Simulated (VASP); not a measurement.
# GaP (F-43m) in VASP: notebook

One crystal, GaP, is run at these levels: LDA; tasks: dielectric tensor.

Everything below comes from runs of VASP 6.6.1. Logs are shortened: lines on timing, memory, paths and dates and some standing lists are left out, and cuts for length are marked.

## (1) The crystal as given

The structure is cubic, space group F-43m (No. 216). Conventional cell: a = 5.451 Å, b = 5.451 Å, c = 5.451 Å, α = 90.00°, β = 90.00°, γ = 90.00°. Ga (site symmetry -43m) has 4 P at 2.36 Å as nearest neighbours. Around P (site symmetry -43m) lie 4 Ga at 2.36 Å.

## (2) Dielectric tensor, LDA

File INCAR:

```
PREC = Accurate ; ENCUT = 460
EDIFF = 1E-8 ; ISMEAR = 0
SIGMA = 0.01 ; LREAL = F
LASPH = T ; NELM = 100
ALGO = Normal ; ISIF = 2
LWAVE = F ; LCHARG = F
LEPSILON = T
```

File KPOINTS:

```
Automatic mesh
0
Gamma
  8 8 8
```

File POSCAR:

```
GaP
1.0
    0.0000000000      2.7252500000      2.7252500000
    2.7252500000      0.0000000000      2.7252500000
    2.7252500000      2.7252500000      0.0000000000
Ga P
1 1
Direct
    0.0000000000      0.0000000000      0.0000000000
    0.7500000000      0.7500000000      0.7500000000
```

Potentials or basis: VASP PAW LDA potentials, release 64 (Ga_d, P).

Command:

```console
$ cat potpaw_LDA.64/Ga_d/POTCAR potpaw_LDA.64/P/POTCAR > POTCAR
$ mpirun -np 1 vasp_std > vasp.out
```

OUTCAR:

```text
PREC = Accurate
   ENCUT = 460
   EDIFF = 1E-8
   ISMEAR = 0
   LREAL = F
   LASPH = T
   NELM = 100
   ISIF = 2
   LEPSILON = T

 Found     29 irreducible k-points:

 Following reciprocal coordinates:
            Coordinates               Weight
  0.000000  0.000000  0.000000      1.000000
  0.125000  0.000000  0.000000      8.000000
  0.250000  0.000000  0.000000      8.000000
  0.375000  0.000000  0.000000      8.000000
  0.500000  0.000000  0.000000      4.000000
  0.125000  0.125000  0.000000      6.000000
   k-points           NKPTS =     29   k-points in BZ     NKDIM =     29   number of bands    NBANDS=     13
   number of dos      NEDOS =    301   number of ions     NIONS =      2
   total plane-waves  NPLWV =  21952
   dimension x,y,z NGX =    28 NGY =   28 NGZ =   28
   dimension x,y,z NGXF=    56 NGYF=   56 NGZF=   56
   ions per type =               1   1
   NGX,Y,Z   is equivalent  to a cutoff of  12.08, 12.08, 12.08 a.u.
   NGXF,Y,Z  is equivalent  to a cutoff of  24.16, 24.16, 24.16 a.u.
 SYSTEM =  unknown system
   PREC   = accura    normal or accurate (medium, high low for compatibility)
   ISTART =      0    job   : 0-new  1-cont  2-samecut
   ICHARG =      2    charge: 1-file 2-atom 10-const
   ISPIN  =      1    spin polarized calculation?
   LNONCOLLINEAR =      F non collinear calculations
   LSORBIT =      F    spin-orbit coupling
   LASPH  =      T    aspherical Exc in radial PAW
   ENCUT  =  460.0 eV  33.81 Ry    5.81 a.u.   6.74  6.74  6.74*2*pi/ulx,y,z
   NELM   =    100;   NELMIN=  2; NELMDL= -5     # of ELM steps
   EDIFF  = 0.1E-07   stopping-criterion for ELM
   LREAL  =      F    real-space projection
   EDIFFG = 0.1E-06   stopping-criterion for IOM
   NSW    =      0    number of steps for IOM
   IBRION =     -1    ionic relax: 0-MD 1-quasi-New 2-CG
   NFREE  =      0    steps in history (QN), initial steepest desc. (CG)
   ISIF   =      2    stress and relaxation
   ISYM   =      2    0-nonsym 1-usesym 2-fastsym
   POTIM  = 0.5000    time-step for ionic-motion
   TEBEG  =    0.0;   TEEND  =   0.0 temperature during run
   PSTRESS=    0.0 pullay stress
   NELECT =      18.0000    total number of electrons
   NUPDOWN=      -1.0000    fix difference up-down
   EMIN   =  10.00;   EMAX   =-10.00  energy-range for DOS
   EFERMI =   0.00;   METHOD = LEGACY
   ISMEAR =     0;   SIGMA  =   0.01  broadening in eV -4-tet -1-fermi 0-gaus
   EFERMI_NEDOS =   21; number of points for ismear=-14 and -15
   IALGO  =     38    algorithm
   IMIX   =      4    mixing-type and parameters
     AMIX     =   0.40;   BMIX     =  1.00
     AMIX_MAG =   1.60;   BMIX_MAG =  1.00
  volume/ion in A,a.u.               =      20.24       136.59
  Fermi-wavevector in a.u.,A,eV,Ry     =   1.249538  2.361284 21.243377  1.561344
  Thomas-Fermi vector in A             =   2.383574
   LORBIT       =      0    0 simple, 1 ext, 2 COOP (PROOUT), +10 PAW based schemes
   GGA     = CA    functional components
   LHFCALC =     F    Hartree Fock is set to
   AEXX    =    0.0000 exact exchange contribution
   IVDW    =     0    specifies the selected vdW correction
   LEPSILON=     T    determine dielectric tensor
   LRPA    =     F    only Hartree local field effects (RPA)
 non-spin polarized calculation
 Gauss-broadening in eV      SIGMA  =   0.01
  energy-cutoff  :      460.00
  volume of cell :       40.48
 maximum number of plane-waves:       934
   NGX = 13   NGY = 13   NGZ = 13

--------------------------------------- Ionic step        1  -------------------------------------------

 number of electron      18.0000016 magnetization

 E-fermi :   4.5708     XC(G=0): -10.1641

 val. band max:        4.5052308502   @ k =   0.0000   0.0000   0.0000
 cond. band min:       5.9979717715   @ k =   0.3750   0.3750   0.0000
 fundamental gap:      1.4927409213
 Fermi energy:         4.5708206803

 k-point     1 :       0.0000    0.0000    0.0000
  band No.  band energies     occupation
      1     -10.2004      2.00000
      2     -10.2004      2.00000
      3     -10.2004      2.00000
      4     -10.1022      2.00000
      5     -10.1022      2.00000
      6      -8.0044      2.00000
      7       4.5052      2.00000
      8       4.5052      2.00000
      9       4.5052      2.00000
     10       6.1421      0.00000
     11       8.2974      0.00000
     12       8.2974      0.00000
     13       8.2974      0.00000

 k-point     2 :       0.1250    0.0000    0.0000
  band No.  band energies     occupation
      1     -10.2128      2.00000
      2     -10.1958      2.00000
      3     -10.1958      2.00000
      4     -10.1024      2.00000
      5     -10.1024      2.00000
      6      -7.8022      2.00000
      7       2.8338      2.00000
      8       4.2713      2.00000
      9       4.2713      2.00000
     10       6.8037      0.00000
     11       8.6505      0.00000
     12       8.6505      0.00000
     13       8.8518      0.00000

 k-point     3 :       0.2500    0.0000    0.0000
  band No.  band energies     occupation
      1     -10.2404      2.00000
      2     -10.1859      2.00000
      3     -10.1859      2.00000
      4     -10.1011      2.00000
      5     -10.1011      2.00000
      6      -7.2271      2.00000
      7       0.5751      2.00000
      8       3.8338      2.00000
      9       3.8338      2.00000
     10       6.5084      0.00000
     11       9.1602      0.00000
     12       9.1602      0.00000
     13      10.6947      0.00000

 k-point     4 :       0.3750    0.0000    0.0000
  band No.  band energies     occupation
      1     -10.2658      2.00000
      2     -10.1784      2.00000
      3     -10.1784      2.00000
      4     -10.0974      2.00000
      5     -10.0974      2.00000
      6      -6.4197      2.00000
      7      -1.3282      2.00000
      8       3.4970      2.00000
      9       3.4970      2.00000
     10       6.1500      0.00000
     11       9.2074      0.00000
     12       9.2074      0.00000
     13      12.3180      0.00000

 k-point     5 :       0.5000    0.0000    0.0000
  band No.  band energies     occupation
      1     -10.2758      2.00000
      2     -10.1760      2.00000
      3     -10.1760      2.00000
      4     -10.0950      2.00000
      5     -10.0950      2.00000
      6      -5.9200      2.00000
      7      -2.2038      2.00000
      8       3.3760      2.00000
      9       3.3760      2.00000
     10       6.0203      0.00000
     11       9.1368      0.00000
     12       9.1368      0.00000
     13      12.5533      0.00000

 k-point     6 :       0.1250    0.1250    0.0000
  band No.  band energies     occupation
      1     -10.2211      2.00000
      2     -10.1914      2.00000
      3     -10.1914      2.00000
      4     -10.1064      2.00000
      5     -10.0991      2.00000
      6      -7.7350      2.00000
      7       2.9087      2.00000
      8       3.8460      2.00000
      9       3.8460      2.00000
     10       7.3700      0.00000
     11       7.8480      0.00000
     12       9.2502      0.00000
     13       9.2502      0.00000

 [... further k-points ...]

  FORCE on cell =-STRESS in cart. coord.  units (eV):
  Direction    XX          YY          ZZ          XY          YZ          ZX
  --------------------------------------------------------------------------------------
  -------------------------------------------------------------------------------------
  Total       -0.6833595     -0.6833595     -0.6833595      0.0000000      0.0000000      0.0000000
  in kB      -27.0464798    -27.0464798    -27.0464798      0.0000000      0.0000000      0.0000000
  external PRESSURE =     -27.0464798 kB  Pullay stress =       0.0000000 kB

 VOLUME and BASIS-vectors are now :
 -----------------------------------------------------------------------------
  energy-cutoff  :      460.00
  volume of cell :       40.48
      direct lattice vectors                 reciprocal lattice vectors
     0.000000000  2.725250000  2.725250000    -0.183469406  0.183469406  0.183469406
     2.725250000  0.000000000  2.725250000     0.183469406 -0.183469406  0.183469406
     2.725250000  2.725250000  0.000000000     0.183469406  0.183469406 -0.183469406

 POSITION                                       TOTAL-FORCE (eV/Angst)
 -----------------------------------------------------------------------------------
      0.00000      0.00000      0.00000         0.000000      0.000000      0.000000
      4.08788      4.08788      4.08788        -0.000000     -0.000000     -0.000000
 -----------------------------------------------------------------------------------
    total drift:                               -0.000001     -0.000001     -0.000000

  FREE ENERGIE OF THE ION-ELECTRON SYSTEM (eV)
  ---------------------------------------------------
  free  energy   TOTEN  =       -10.4399580342 eV

  energy  without entropy=      -10.4399580342  energy(sigma->0) =      -10.43995803

 HEAD OF MICROSCOPIC STATIC DIELECTRIC TENSOR (INDEPENDENT PARTICLE, excluding Hartree and local field effects)
 ------------------------------------------------------
          12.637093     0.000000    -0.000000
           0.000000    12.637093     0.000000
           0.000000     0.000000    12.637093
 ------------------------------------------------------

 Free energy of the ion-electron system (eV)
  ---------------------------------------------------
  ---------------------------------------------------
  free energy    TOTEN  =        -1.28657931 eV

  energy without entropy =       -1.28657931

------------------------ aborting loop because EDIFF is reached ----------------------------------------

--------------------------------------- Ionic step        2  -------------------------------------------

------------------------ aborting loop because EDIFF is reached ----------------------------------------

--------------------------------------- Ionic step        3  -------------------------------------------

 Free energy of the ion-electron system (eV)
  ---------------------------------------------------
  ---------------------------------------------------
  free energy    TOTEN  =        -1.28658009 eV

  energy without entropy =       -1.28658009

------------------------ aborting loop because EDIFF is reached ----------------------------------------

 PIEZOELECTRIC TENSOR FIELD DIRECTION 3  (e Angst)
 -----------------------------------------------------------------------------
    -0.00022  2.04249  0.00000           (  0.00000  0.03691  0.00000)
     2.04249 -0.00022  0.00000           (  0.03691  0.00000  0.00000)
     0.00000  0.00000 -0.00137           (  0.00000  0.00000 -0.00000)

 PIEZOELECTRIC TENSOR FIELD DIRECTION 3  (C/m^2)
 -----------------------------------------------------------------------------
    -0.00009  0.80839  0.00000
     0.80839 -0.00009  0.00000
     0.00000  0.00000 -0.00054

 MACROSCOPIC STATIC DIELECTRIC TENSOR (including local field effects in DFT)
 ------------------------------------------------------
          11.910570    -0.000000     0.000000
           0.000000    11.910570    -0.000000
          -0.000000    -0.000000    11.910570
 ------------------------------------------------------

 PIEZOELECTRIC TENSOR (including local field effects)  for field in x, y, z        (e  Angst)
          XX          YY          ZZ          XY          YZ          ZX
  --------------------------------------------------------------------------------
  x    -0.00000     0.00000     0.00000    -0.00000     2.04996     0.00000
  y    -0.00000     0.00000    -0.00000     0.00000    -0.00000     2.04996
  z    -0.00000     0.00000    -0.00000     2.04996     0.00000    -0.00000

 PIEZOELECTRIC TENSOR (including local field effects)  for field in x, y, z        (C/m^2)
          XX          YY          ZZ          XY          YZ          ZX
  --------------------------------------------------------------------------------
  x    -0.00000     0.00000     0.00000    -0.00000     0.81135     0.00000
  y    -0.00000     0.00000    -0.00000     0.00000    -0.00000     0.81135
  z    -0.00000     0.00000    -0.00000     0.81135     0.00000    -0.00000

 BORN EFFECTIVE CHARGES (including local field effects) (in |e|, cummulative output)
 ---------------------------------------------------------------------------------
 ion    1
    1     2.17949     0.00000     0.00000
    2     0.00000     2.17949    -0.00000
    3     0.00000    -0.00000     2.17949
 ion    2
    1    -2.17949     0.00000    -0.00000
    2     0.00000    -2.17949     0.00000
    3    -0.00000     0.00000    -2.17949
```

Run time: 4 min. Hardware: 1 thread of Intel Xeon Platinum 8259CL at 2.50GHz (Skylake/Cascade Lake), shared host; peak memory 0.23 GiB.

These settings aren't checked as converged: the numbers below hold their error.

Results:

```yaml
Band_gap_on_the_k_mesh: 1.49 eV, indirect (least direct gap 1.64 eV)
Electronic_dielectric_tensor_diagonal: 11.91
Born_charges_mean_of_the_diagonal: Ga +2.18; P -2.18 e
```

(Continued in part 2 of 2.)
